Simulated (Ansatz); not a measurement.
**TiAl$_{3}$: course of a relaxation**

Computed with DFT r2SCAN, scalar-relativistic, plane waves, PAW (Ansatz). Settings: 500 eV cutoff, 14×14×14 k-mesh, Gaussian smearing of 0.10 eV, no spin polarisation.

What was changed: biaxial strain in the a-b plane, c and atoms relaxed: +6.0 %.

Command:

```bash
ansatz run input.yaml --threads 1 --pin off --max-ram 2560MiB --backend cpu --events-out ev --progress --plain --runs-dir out
```

Input:

```yaml
crystal:
  lattice:
    - [4.193011525, 0.0, 0.0]
    - [0.0, 4.193011525, 0.0]
    - [0.0, 0.0, 3.813267085]
  atoms:
    - { symbol: Ti, position: [0.0, 0.0, 0.0] }
    - { symbol: Al, position: [0.5, 0.5, 0.0] }
    - { symbol: Al, position: [0.5, 0.0, 0.5] }
    - { symbol: Al, position: [0.0, 0.5, 0.5] }
basis:
  ecutwfc: 500
kpoints:
  mp_grid: { grid: [14, 14, 14] }
hamiltonian:
  xc: r2scan
scf:
  occupations: { method: gaussian, width: 0.1 }
output:
  forces: true
  stress: true
  eigenvalues: true
  write_density: true
  write_potential: true
  elf: true
  volumetric_format: npy
relax:
  adjacent_minimum: "off"
  f_tol: 0.008
  max_steps: 40
  cell: { stress_tol: 0.015, fix: [a, b, gamma] }
```

F is the free energy. Steps run on the plane waves of an earlier cell, but the last one, and at times one on the way, on a freshly chosen basis, so a repeated geometry can differ a little in energy. The held parts of the cell keep their stress, so P needn't end at zero.

Steps:

```json
{"step": "1", "F − F(1) (eV)": "0.0000", "largest force component (eV/Å)": "0.000", "V (Å³/atom)": "16.761", "P (GPa)": "-7.41"}
{"step": "2", "F − F(1) (eV)": "-0.0007", "largest force component (eV/Å)": "0.000", "V (Å³/atom)": "16.644", "P (GPa)": "-6.77"}
{"step": "3", "F − F(1) (eV)": "-0.0008", "largest force component (eV/Å)": "0.000", "V (Å³/atom)": "16.681", "P (GPa)": "-6.97"}
{"step": "4", "F − F(1) (eV)": "-0.0008", "largest force component (eV/Å)": "0.000", "V (Å³/atom)": "16.681", "P (GPa)": "-6.98"}
```

Relaxed structure:

```xyz
4
Lattice="4.1930 0.0000 0.0000 0.0000 4.1930 0.0000 0.0000 0.0000 3.7953" Properties=species:S:1:pos:R:3 pbc="T T T"
Ti    0.0000    0.0000    0.0000
Al    2.0965    2.0965    0.0000
Al    2.0965    0.0000    1.8976
Al    0.0000    2.0965    1.8976
```

It takes space group P4/mmm (No. 123, tetragonal). The conventional cell has a = 4.193 Å, b = 4.193 Å, c = 3.795 Å, α = 90.00°, β = 90.00°, γ = 90.00°. Around Ti (site symmetry 4/mmm) lie 12 Al at 2.83 to 2.96 Å. Around Al (site symmetry 4/mmm) lie 8 Al at 2.83 Å and 4 Ti at 2.96 Å. Al (site symmetry mmm) has 4 Ti at 2.83 Å and 8 Al at 2.83 to 2.96 Å as nearest neighbours.

The run converged. Time: 41 s on 1 thread of AMD EPYC 9R45 96-Core Processor (Zen 5), with other jobs on the host, peak memory 0.82 GiB.